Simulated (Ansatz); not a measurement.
Starting cell, BaF2 (fluorite):

```
CELL_PARAMETERS angstrom
      0.00000     6.24642     6.24642
      3.12321     3.12321     6.24642
      3.12321     3.12321     0.00000
ATOMIC_POSITIONS crystal
  Ba 0.00000 0.00000 0.00000
  Ba 0.50000 0.00000 0.00000
  F  0.00000 0.25000 0.25000
  F  0.50000 0.25000 0.25000
  F  0.00000 0.75000 0.75000
  F  0.50000 0.75000 0.75000
```

A phonon eigenvector at X = (0.5, 0.5, 0.0) is frozen into this cell: atom i moves by Q times the vector below, so Q is the largest atomic displacement, in Å. The cell is held. It is one choice among 2 degenerate patterns. (q is in reciprocal vectors of the primitive cell; the cell shown is doubled to hold the pattern.)

```json
[
 {"atom": "Ba1", "x": "0.000", "y": "-1.000", "z": "0.000"},
 {"atom": "Ba2", "x": "0.000", "y": "1.000", "z": "0.000"},
 {"atom": "F3", "x": "-0.213", "y": "0.000", "z": "0.000"},
 {"atom": "F4", "x": "0.213", "y": "0.000", "z": "0.000"},
 {"atom": "F5", "x": "-0.213", "y": "0.000", "z": "0.000"},
 {"atom": "F6", "x": "0.213", "y": "0.000", "z": "0.000"}
]
```

All values below come from PBE (plane waves to 420 eV, PAW, scalar-relativistic; Ansatz, an electronic-structure program). k mesh 9×9×9 (Γ-centred), Fermi-Dirac smearing 0.05 eV. The energy includes the smearing's −TS. Compression counts positive. BaF2 was relaxed with its symmetry unable to fall. ΔE is measured from the undisplaced structure.

| Q (Å) | P (GPa) | ΔE (meV/cell) |
|---|---|---|
| -0.280 | (withheld) | 305 |
| -0.233 | 0.60 | 212 |
| -0.187 | 0.39 | (withheld) |
| -0.140 | 0.22 | (withheld) |
| -0.093 | 0.10 | 34 |
| -0.047 | 0.03 | 9 |
| 0.000 | 0.00 | 0 |
| 0.047 | 0.03 | 9 |
| 0.093 | 0.10 | 34 |
| 0.140 | 0.22 | (withheld) |
| 0.187 | 0.39 | (withheld) |
| 0.233 | 0.60 | 212 |
| 0.280 | (withheld) | 305 |

**Question.** Fill in the missing entries.

**Answer.** 
- -0.280, P (GPa): 0.85
- -0.187, ΔE (meV/cell): 136
- -0.140, ΔE (meV/cell): 77
- 0.140, ΔE (meV/cell): 77
- 0.187, ΔE (meV/cell): 136
- 0.280, P (GPa): 0.85

(A displaced cell: forces are minus the slopes of the energy, force constants its curvatures, and phonons follow from these.)
